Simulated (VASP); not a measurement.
AlN: elastic constants with r2SCAN

AlN:

```xyz
4
Lattice="3.1130 0.0000 0.0000 -1.5565 2.6959 0.0000 0.0000 0.0000 4.9810" Properties=species:S:1:pos:R:3 pbc="T T T"
Al    0.0000    1.7973    0.0000
Al    1.5565    0.8986    2.4905
N     0.0000    1.7973    1.8928
N     1.5565    0.8986    4.3833
```

```yaml
Program: VASP 6.6.1
Task: elastic constants
Functional: r2SCAN
Potentials_or_basis: VASP PAW PBE potentials, release 64 (Al, N)
Cutoff: 600 eV
k_mesh: 7 × 7 × 5
Occupations: gaussian, width 0.02 eV
Spin: no spin polarisation
Ions_in_elastic_constants: relaxed
Further_INCAR_settings: ALGO = Normal; EDIFF = 1e-08; IBRION = 6; POTIM = 0.015; NSW = 1; ISIF = 3
```

* Relaxed volume: 10.39 Å³/atom
* Relaxed cell: a = 3.105 Å, b = 3.105 Å, c = 4.976 Å, α = 90.00°, β = 90.00°, γ = 120.00°
* Space group after relaxing (to 0.05 Å): P6_3mc (No. 186)
* Voigt bulk modulus: 213 GPa
* Highest phonon frequency at Γ, LO-TO splitting left out: 743 cm⁻¹

Step by step:
| step | energy change (eV) | largest force (eV/Å) | pressure (GPa) | volume (Å³) |
| --- | --- | --- | --- | --- |
| 1 | 0.0000 | 0.1253 | -1.25 | 41.80 |
| 2 | 0.0001 | 0.0985 | 1.28 | 41.31 |
| 3 | -0.0021 | 0.0150 | -0.03 | 41.56 |
| 4 | -0.0021 | 0.0123 | 0.00 | 41.56 |
| 5 | -0.0022 | 0.0067 | 0.01 | 41.55 |
| 6 | -0.0022 | 0.0008 | 0.03 | 41.54 |
| 7 | -0.0022 | 0.0023 | 0.03 | 41.55 |
| 8 | -0.0022 | 0.0023 | -0.03 | 41.56 |
| 9 | -0.0022 | 0.0014 | -0.02 | 41.55 |

Final structure:
```
CELL_PARAMETERS angstrom
3.10532 0.00000 0.00000
-1.55266 2.68929 0.00000
0.00000 0.00000 4.97582
ATOMIC_POSITIONS crystal
Al 0.33333 0.66667 0.99915
Al 0.66667 0.33333 0.49915
N 0.33333 0.66667 0.38085
N 0.66667 0.33333 0.88085
```

Phonon frequencies in cm⁻¹ (negative: imaginary):
| q point | frequencies |
| --- | --- |
| (0.000, 0.000, 0.000) | -1 0 0 250 250 559 625 670 670 682 682 743 |

Elastic tensor in Voigt notation (GPa, in the Cartesian axes of the cell as first typed):
```
412 140 106   0   0   0
140 412 106   0   0   0
106 106 388   0   0   0
  0   0   0 124   0   0
  0   0   0   0 124   0
  0   0   0   0   0 136
```

Clamped-ion elastic tensor (GPa):
```
482 105  66   0   0   0
105 482  66   0   0   0
 66  66 476   0   0   0
  0   0   0 138   0   0
  0   0   0   0 138   0
  0   0   0   0   0 189
```

It took 39 min on 1 thread of Intel(R) Xeon(R) Platinum 8488C (Sapphire Rapids), with other jobs on the host, peak memory 0.29 GiB.

Caveat: the PAW data sets were made with another functional, which shifts forces and pressure a little.
